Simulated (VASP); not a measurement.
Write the native input for VASP 6.6.1 that does the following.

| Property | Result |
| --- | --- |
| Task | single point |
| Functional | r2SCAN |
| Potentials or basis | VASP PAW PBE potentials, release 64 (Co, Si) |
| Cutoff | 520 eV |
| k mesh | 8 × 8 × 8 |
| Occupations | gaussian, width 0.05 eV |
| Spin | no spin polarisation |
| Dipole correction | no |
| Further INCAR settings | ALGO = Normal; EDIFF = 1e-06; NBANDS = 36 |

CoSi:

```
CELL_PARAMETERS angstrom
4.35353 0.00000 0.00000
0.00000 4.35353 0.00000
0.00000 0.00000 4.35353
ATOMIC_POSITIONS crystal
Co 0.14631 0.14631 0.14631
Co 0.35369 0.85369 0.64631
Co 0.64631 0.35369 0.85369
Co 0.85369 0.64631 0.35369
Si 0.84384 0.84384 0.84384
Si 0.65616 0.15616 0.34384
Si 0.34384 0.65616 0.15616
Si 0.15616 0.34384 0.65616
```

These files were run (other wordings do the same):

POSCAR

```
CoSi
1.0
    4.3535330836      0.0000000000      0.0000000000
    0.0000000000      4.3535330836      0.0000000000
    0.0000000000      0.0000000000      4.3535330836
Co Si
4 4
Direct
    0.1463132507      0.1463132507      0.1463132507
    0.3536867493      0.8536867493      0.6463132507
    0.6463132507      0.3536867493      0.8536867493
    0.8536867493      0.6463132507      0.3536867493
    0.8438433915      0.8438433915      0.8438433915
    0.6561566085      0.1561566085      0.3438433915
    0.3438433915      0.6561566085      0.1561566085
    0.1561566085      0.3438433915      0.6561566085
```

INCAR.step1

```
PREC     = Accurate       # precision mode
ENCUT    = 520            # plane-wave cutoff, eV
ISMEAR   = 0              # smearing method
SIGMA    = 0.05           # smearing width, eV
LREAL    = F              # projectors in reciprocal space
LASPH    = T              # aspherical terms in the spheres
NELM     = 100            # most SCF steps
NBANDS   = 36             # bands
GGA      = PE             # functional
ALGO     = Normal         # electronic algorithm
EDIFF    = 1E-4           # SCF threshold, eV
LWAVE    = T              # write WAVECAR
LCHARG   = F              # write CHGCAR
```

INCAR.step2

```
PREC     = Accurate       # precision mode
ENCUT    = 520            # plane-wave cutoff, eV
EDIFF    = 1E-6           # SCF threshold, eV
ISMEAR   = 0              # smearing method
SIGMA    = 0.05           # smearing width, eV
LREAL    = F              # projectors in reciprocal space
LASPH    = T              # aspherical terms in the spheres
NELM     = 100            # most SCF steps
ALGO     = Normal         # electronic algorithm
ISIF     = 2              # what is computed and relaxed
LWAVE    = F              # write WAVECAR
LCHARG   = F              # write CHGCAR
METAGGA  = R2SCAN         # meta-GGA
LMIXTAU  = T            
NBANDS   = 36             # bands
ISTART   = 1
```

KPOINTS

```
Automatic mesh
0
Gamma
  8 8 8
```

Potentials or basis: VASP PAW PBE potentials, release 64 (Co, Si).

Launch:

```bash
$ cat potpaw_PBE.64/Co/POTCAR potpaw_PBE.64/Si/POTCAR > POTCAR
$ cp INCAR.step1 INCAR
$ mpirun -np 1 vasp_std > vasp.out
$ cp INCAR.step2 INCAR
$ mpirun -np 1 vasp_std > vasp.out
```

It gave:

The pressure is 5.3 GPa and the largest force is 0.007 eV/Å. The band gap on the k mesh is none (metal or under the smearing width).

Caveat: the PAW data sets were made with another functional, which shifts forces and pressure a little.

Run time: 2.2 min on 1 thread of Intel(R) Xeon(R) 6975P-C (Granite Rapids), with other jobs on the host, peak memory 0.25 GiB.
